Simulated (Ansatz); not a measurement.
## A series in volume per atom on CaO

Results calculated with Ansatz 0.2.0, not measured. Plane-wave density functional theory, PAW datasets, Gaussian smearing 0.05 eV: one cell in which all forces lie under 0.002 eV/angstrom; stress (xx yy zz yz xz xy) and pressure positive in compression; site moments are of spin alone; formation energy from the elements run alike, uncorrected.

Cell of the first row (space group Fm-3m, No. 225):
```
CaO
1.0
      0.0000     2.3703     2.3703
      2.3703     0.0000     2.3703
      2.3703     2.3703     0.0000
Ca O
1 1
Direct
  0.50000 0.50000 0.50000
  0.00000 0.00000 0.00000
```

Settings of every row: paw set soft_2; functional PBE; spin treatment none; moment partition spheres; spin axis none; wave cutoff 420 eV; k mesh 12x12x12; SCF start atoms; lower state search light; symmetry use detected.

Atom first moment, atom hubbard u: 0 on all atoms.

| row | volume per atom (Å³) | energy above relaxed cell (meV per atom) | pressure (GPa) | formation energy (eV per atom) |
| --- | --- | --- | --- | --- |
| 1 | 13.317 | 15.5 | 6.74 | -2.9317 |
| 2 | 13.529 | 7.98 | 4.70 | -2.9393 |
| 3 | 13.81 | 1.95 | 2.22 | -2.9453 |
| 4 | 14.092 | 0 | 0.00 | -2.9472 |
| 5 | 14.356 | 1.57 | -1.88 | -2.9457 |
| 6 | 14.374 | 1.8 | -2.00 | -2.9454 |
| 7 | 14.656 | 6.93 | -3.80 | -2.9403 |
| 8 | 14.835 | 11.75 | -4.85 | -2.9355 |
| 9 | 15.079 | 20.15 | -6.16 | -2.9271 |
| 10 | 15.501 | ? | ? | ? |

Question: what energy above relaxed cell and pressure should row 10 give?

Worked fit of energy above relaxed cell. Take u = (V_r/V)^(2/3) − 1 with V_r = 14.356 Å³ an atom, which is twice the finite (Eulerian) strain; such expansions in the strain, on which the Birch-Murnaghan equation of state is built, carry the rest volume and the bulk modulus. The shown rows have u = 0.05136, 0.04035, 0.02619, 0.01245, 0, -0.00084, -0.01369, -0.02164, -0.03223. Least squares give energy above relaxed cell = 1.578 − 251.82 × u + 10113 × u² + 1361 × u³ meV per atom; a parabola predicts inner rows, each left out in turn, worse (root mean square 0.025 against 0.013 meV per atom). The rows lie off it by -0.01, 0.01, 0.01, -0.01, -0.01, 0.00, 0.01, 0.00, 0.00. Its lowest point lies at u = 0.0124, or V = 14.09 Å³ an atom, and the curvature there gives the bulk modulus at fixed shape and fractions, B = (4/9)(1 + u)² E″(u)/V = 105 GPa. The withheld row has u = -0.04987, so the fit gives 1.578 − 251.82 × (-0.04987) + 10113 × (-0.04987)² + 1361 × (-0.04987)³ = 39.12 meV per atom.

The calculation gave 39.12 meV per atom. The fit meets it to the printed digit. This row lies beyond the range of the fit.

Worked fit of pressure. Take u = (V_r/V)^(2/3) − 1 with V_r = 14.356 Å³ an atom, which is twice the finite (Eulerian) strain; such expansions in the strain, on which the Birch-Murnaghan equation of state is built, carry the rest volume and the bulk modulus. The shown rows have u = 0.05136, 0.04035, 0.02619, 0.01245, 0, -0.00084, -0.01369, -0.02164, -0.03223. Least squares give pressure = −1.884 + 146.14 × u + 421.9 × u² GPa; a straight line predicts inner rows, each left out in turn, worse (root mean square 0.23 against 0.0077 GPa). The rows lie off it by 0.01, 0.00, -0.01, 0.00, 0.00, 0.01, 0.01, 0.00, 0.00. The pressure vanishes at u = 0.0124, or V = 14.09 Å³ an atom, and there the bulk modulus at fixed shape and fractions is B = −V dP/dV = (2/3)(1 + u) dP/du = 106 GPa. The withheld row has u = -0.04987, so the fit gives −1.884 + 146.14 × (-0.04987) + 421.9 × (-0.04987)² = -8.12 GPa.

The calculation gave -8.17 GPa. The fit lies 0.05 GPa (0.34 % of the column's range) above it; its largest miss of a shown row is 0.01 GPa. This row lies beyond the range of the fit.

The other values of row 10: formation energy -2.9081 eV per atom.
